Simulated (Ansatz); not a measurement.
# What DFT gives for K

```
CELL_PARAMETERS angstrom
-2.67815 2.67815 2.67815
2.67815 -2.67815 2.67815
2.67815 2.67815 -2.67815
ATOMIC_POSITIONS crystal
K 0.00000 0.00000 0.00000
```

The numbers come from plane-wave PAW DFT (Ansatz): r2SCAN, no spin polarisation, 500 eV, 9×9×9 Γ-centred k points, fermi-dirac occupations (width 0.0258 eV). Nothing was relaxed.

**Question.** Is the cell too large or too small?

**Answer.** The pressure is 0.0 GPa (compression positive), so with the atoms held at these fractions the cell is close to zero pressure.

**Question.** Is there a gap?

**Answer.** It is a metal, with about 0.74 states/eV a cell as the mean within 0.25 eV of the Fermi level, mostly K s (84 %).

**Question.** Describe some of the short contacts.

**Answer.** K–K at 4.64 Å: least valence density 0.02 e/Å³ and ELF 0.28 there, so no covalent bond. Both are smooth PAW fields, read partly inside the augmentation spheres.

Origin: a known structure type with other elements, at an estimated volume, so it need not be a known compound.
